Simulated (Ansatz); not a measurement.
A trace of molecular dynamics of a periodic cell of 49 atoms, Ti17O32 (host TiO2, host structure P2_1/c, interstitial Ti).

Level of theory: DFT PBE-D3(BJ), scalar-relativistic, plane waves, PAW (Ansatz 0.2.0). Settings: accuracy low, PAW set soft_1, cutoff 420 eV, k mesh 2x2x1, fermi-dirac smearing 0.02 eV, no spin polarisation.

```json
{
 "ensemble": "NVE (velocity Verlet)",
 "starting velocities drawn for": "1260 K",
 "seed": "12014"
}
```

| time (fs) | T (K) | potential energy less start (eV) | conserved less start (meV/atom) |
| --- | --- | --- | --- |
| 0 | 1260 | 0.000 | 0.00 |
| 12 | 1046 | 1.330 | 0.04 |
| 24 | 1105 | 0.959 | 0.01 |
| 36 | 1107 | 0.950 | 0.04 |
| 48 | 1078 | 1.128 | -0.01 |
| 60 | 997 | 1.637 | 0.08 |
| 72 | 1289 | -0.180 | -0.05 |
| 84 | 1068 | 1.197 | 0.08 |
| 96 | 1194 | 0.412 | 0.02 |
| 108 | 1188 | 0.446 | 0.02 |
| 120 | 1102 | 0.981 | 0.05 |
| 132 | 1080 | 1.120 | 0.03 |
| 144 | 1050 | 1.305 | 0.03 |
| 156 | 1004 | 1.593 | 0.03 |
| 168 | 1009 | 1.562 | 0.06 |
| 180 | 1222 | 0.240 | 0.02 |
| 192 | 1219 | 0.257 | 0.02 |
| 204 | 1002 | 1.602 | 0.05 |
| 216 | 998 | 1.626 | 0.06 |
| 228 | 1135 | 0.777 | -0.02 |
| 240 | 1048 | 1.318 | 0.06 |
| 252 | 1222 | 0.234 | 0.00 |
| 264 | 951 | 1.919 | 0.05 |
| 276 | 1163 | 0.601 | -0.01 |
| 288 | 1073 | 1.161 | 0.04 |
| 300 | 1024 | 1.468 | 0.03 |

Q: Can this run be trusted? Judge the integration.

A: The conserved energy stayed within 0.095 meV per atom of its start (net change 0.03 meV per atom), so the integration is sound. A run of 0.3 ps of so small a system gives no equilibrium averages. Limits of this set-up: coarse k mesh, a small cell, in which the defect meets its images, a typed lattice constant that wasn't relaxed here, low accuracy level. The time step was 1 fs.

The run took 56 min on 4 threads of Arm Neoverse N1, with other jobs on the host, peak memory 2.4 GiB.
